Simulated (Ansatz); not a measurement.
Input of an Ansatz 0.2.0 run:

The input input.yaml:

```yaml
crystal:
  lattice:
    - [0.0, 2.256, 2.256]
    - [2.256, 0.0, 2.256]
    - [2.256, 2.256, 0.0]
  atoms:
    - { symbol: Hf, position: [0.0, 0.0, 0.0] }
    - { symbol: "N", position: [0.5, 0.5, 0.5] }
hamiltonian:
  xc: r2scan
  pseudopotentials: { kind: paw }
kpoints:
  mp_grid: { grid: [10, 10, 10] }
  band_path:
    path:
      - [[0.0, 0.0, 0.0], [0.5, 0.0, 0.5], [0.5, 0.25, 0.75], [0.375, 0.375, 0.75], [0.0, 0.0, 0.0], [0.5, 0.5, 0.5], [0.625, 0.25, 0.625], [0.5, 0.25, 0.75], [0.5, 0.5, 0.5], [0.375, 0.375, 0.75]]
      - [[0.625, 0.25, 0.625], [0.5, 0.0, 0.5]]
    npoints: 14
scf:
  occupations: { method: fermi_dirac, width: 0.05 }
  n_extra_bands: 6
output:
  forces: true
  stress: true
  eigenvalues: true
  fatbands: true
```

Potentials or basis: Ansatz PAW.

Launch:

```console
$ ansatz run input.yaml --threads 2 --pin off --max-ram 5632MiB --backend cpu --events-out ev --progress --plain --runs-dir out
```

Question: Predict the pressure.

Answer: 2.6 GPa.

Question: Estimate the band gap on the k mesh.

Answer: None (metal or under the smearing width).

Levels at the corners of the path, in eV from the Fermi level:
| point | band 14 | band 15 | band 16 | band 17 | band 18 | band 19 |
| --- | --- | --- | --- | --- | --- | --- |
| Γ | -3.37 | -3.37 | -0.40 | -0.40 | -0.40 | 2.00 |
| X | -4.10 | -4.10 | -3.96 | 4.14 | 5.54 | 5.54 |
| W | -5.97 | -5.97 | 1.12 | 1.12 | 5.55 | 5.64 |
| K | -6.06 | -5.43 | -0.91 | 3.95 | 4.48 | 6.15 |
| Γ | -3.37 | -3.37 | -0.40 | -0.40 | -0.40 | 2.00 |
| L | -6.72 | -6.72 | 3.34 | 3.74 | 3.74 | 4.64 |
| U | -6.06 | -5.43 | -0.91 | 3.95 | 4.48 | 6.15 |
| W | -5.97 | -5.97 | 1.12 | 1.12 | 5.55 | 5.64 |
| L | -6.72 | -6.72 | 3.34 | 3.74 | 3.74 | 4.64 |
| K | -6.06 | -5.43 | -0.91 | 3.95 | 4.48 | 6.15 |
| U | -6.06 | -5.43 | -0.91 | 3.95 | 4.48 | 6.15 |
| X | -4.10 | -4.10 | -3.96 | 4.14 | 5.54 | 5.54 |

Caveat: spin-orbit coupling is left out, which moves the levels of the heavy elements; the PAW data sets come from PBE, with cores solved anew for the run's functional, which leaves a small shift of forces and pressure.
